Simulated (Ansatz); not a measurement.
# CaSe: energy along a strain

CaSe, Fm-3m, a = 5.912 Å (as given, not relaxed at this level: -3.1 GPa). Ansatz: LDA, PAW, 420 eV, Γ-centred 8×8×8 mesh on 2 atoms, Gaussian smearing 0.05 eV; no spin polarisation. Cell vectors (Å): 0.000 2.956 2.956; 2.956 0.000 2.956; 2.956 2.956 0.000. The cell is strained by x per cent times the pattern (0 0 0 0 1 0) in the order xx yy zz yz xz xy (engineering shears), with fractional coordinates held. y is the free energy over the start, V0 = 25.829 Å³/atom. Symmetry makes y even in x.

| x (%) | y (meV/atom) |
| --- | --- |
| -4.00 | 3.43 |
| -2.00 | 0.86 |
| 0.00 | 0.00 |
| 0.50 | ? |
| 1.00 | 0.21 |
| 1.50 | 0.48 |
| 2.50 | 1.34 |
| 3.00 | 1.93 |
| 3.50 | 2.63 |

Fit y = c2 x² + c4 x⁴ to the other rows, get the stiffness along the pattern, and predict the missing energy.

Least squares on the rows shown. y = 0.2145 x² − 4.231×10⁻⁶ x⁴. The clamped-ion stiffness p·C·p = 2 × 2.145 eV × 160.2 / 25.829 Å³ = 27 GPa, which is C55 in these axes (C44 of the cubic crystal) (second derivative at the start, which stands under stress). At x = 0.50 the fit asked for gives 0.05 meV/atom. The run gave 0.05 meV/atom, the same to the digits shown.